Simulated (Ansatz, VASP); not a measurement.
## KI: VASP beside Ansatz

POSCAR

```
KI
1.0
    0.0000000000      3.9258321133      3.9258321133
    3.9258321133      0.0000000000      3.9258321133
    3.9258321133      3.9258321133      0.0000000000
K I
1 1
Direct
    0.0000000000      0.0000000000      0.0000000000
    0.2500000000      0.2500000000      0.2500000000
```

Contents of INCAR.step1:

```
ALGO     = Normal         # electronic algorithm
EDIFF    = 1E-4           # SCF threshold, eV
ENCUT    = 520            # plane-wave cutoff, eV
GGA      = PE             # functional
ISMEAR   = 0              # smearing method
LASPH    = T              # aspherical terms in the spheres
LCHARG   = F              # write CHGCAR
LREAL    = F              # projectors in reciprocal space
LWAVE    = T              # write WAVECAR
NBANDS   = 15             # bands
NELM     = 80             # most SCF steps
PREC     = Accurate       # precision mode
SIGMA    = 0.01           # smearing width, eV
```

The input INCAR.step2:

```
ALGO     = Normal         # electronic algorithm
EDIFF    = 1E-7           # SCF threshold, eV
ENCUT    = 520            # plane-wave cutoff, eV
ISIF     = 2              # what is computed and relaxed
ISMEAR   = 0              # smearing method
ISTART   = 1            
LASPH    = T              # aspherical terms in the spheres
LCHARG   = F              # write CHGCAR
LMIXTAU  = T            
LREAL    = F              # projectors in reciprocal space
LWAVE    = F              # write WAVECAR
METAGGA  = R2SCAN         # meta-GGA
NBANDS   = 15             # bands
NELM     = 80             # most SCF steps
PREC     = Accurate       # precision mode
SIGMA    = 0.01           # smearing width, eV
```

KPOINTS

```
k-points
0
Gamma
  6 6 6
```

Input for Ansatz:

```yaml
crystal:
  lattice:
    - [0.0, 3.9258321133, 3.9258321133]
    - [3.9258321133, 0.0, 3.9258321133]
    - [3.9258321133, 3.9258321133, 0.0]
  atoms:
    - { symbol: K, position: [0.0, 0.0, 0.0] }
    - { symbol: I, position: [0.25, 0.25, 0.25] }
kpoints:
  mp_grid: { grid: [6, 6, 6] }
hamiltonian:
  xc: r2scan
scf:
  occupations: { method: fixed }
  n_extra_bands: 4
output:
  forces: true
  stress: true
  eigenvalues: true
```

Alike in both runs: task single point; functional r2SCAN; k mesh 6 × 6 × 6; no spin polarisation.

|  | VASP | Ansatz |
| --- | --- | --- |
| version | VASP 6.6.1 | Ansatz 0.2.0 |
| potentials or method | VASP PAW PBE potentials, release 64 (K_sv, I) | plane waves, PAW |
| plane-wave cutoff (eV) | 520 | 500 |
| occupations | gaussian, width 0.01 eV | fixed |
| valence electrons in the cell | 16 | 26 |

```tsv
	VASP	Ansatz	Ansatz less VASP
gap on the k mesh at the Fermi level (eV)	4.51	4.51	+0.004
pressure (GPa)	0.3	0.3	0.00
```

The two sets of potentials don't hold the same shells in valence.

Caveats: the PAW data sets were made with another functional, which shifts forces and pressure a little (VASP); spin-orbit coupling is left out, which moves the levels of the heavy elements. A k mesh can miss the band edges. r2SCAN opens gaps a little over a GGA but as a rule still falls short of measured ones.
